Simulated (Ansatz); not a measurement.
# Ni: a trial structure relaxed

Aim: relax Ni from this start, alpha-gallium type (Cmce, No. 64), and see where it ends.

Computed with Ansatz 0.2.0 (DFT PBE, scalar-relativistic, plane waves, PAW, unless a step's input says otherwise).

**1. The starting structure**

Symmetry: Cmce, No. 64, orthorhombic system. Conventional cell: a = 3.748 Å, b = 6.351 Å, c = 3.753 Å, α = 90.00°, β = 90.00°, γ = 90.00°. Ni (site symmetry m) has 7 Ni at 2.02 to 2.32 Å as nearest neighbours.

As a file:

```
Ni
1.0
     1.87380   -3.17574    0.00000
     1.87380    3.17574    0.00000
     0.00000    0.00000    3.75258
Ni
4
Cartesian
  1.8738 2.2071 0.2946
  1.8738 -0.9686 1.5817
  1.8738 -2.2071 3.4580
  1.8738 0.9686 2.1709
```

(A quick probe on a coarse mesh, which set the mesh and smearing, is not shown.)

**3. A loose first relaxation**

input.yaml

```yaml
crystal:
  lattice:
    - [1.8737968294, -3.1757381341, 0.0]
    - [1.8737968294, 3.1757381341, 0.0]
    - [0.0, 0.0, 3.7525785973]
  atoms:
    - { symbol: Ni, position: [0.1525, 0.8475, 0.0785], spin: 0.77 }
    - { symbol: Ni, position: [0.6525, 0.3475, 0.4215], spin: 0.77 }
    - { symbol: Ni, position: [0.8475, 0.1525, 0.9215], spin: 0.77 }
    - { symbol: Ni, position: [0.3475, 0.6525, 0.5785], spin: 0.77 }
basis:
  ecutwfc: 420
kpoints:
  mp_grid: { grid: [6, 6, 4] }
hamiltonian:
  xc: pbe
scf:
  occupations: { method: gaussian, width: 0.1 }
  lower_state_search: "off"
output:
  forces: true
  stress: true
  eigenvalues: true
  populations: true
magnetization:
  spin_polarized: true
relax:
  adjacent_minimum: "off"
  f_tol: 0.04
  max_steps: 70
  cell: { stress_tol: 0.4 }
```

The session goes on with these runs: rough relaxation on the coarse mesh; the relaxation.

**Question.** What will these runs give?

As calculated:

```
           quantity                                                                      value
cell (conventional)  a = 2.424 Å, b = 2.424 Å, c = 8.144 Å, α = 90.00°, β = 90.00°, γ = 90.00°
        space group                                                           I4/mmm (No. 139)
             volume                                                              11.96 Å³/atom
    gap on the mesh                                                               none (metal)
     largest moment                                                                    0.71 μB
```

**Reading.** The structure ended in another space group than at the start: Cmce to I4/mmm.
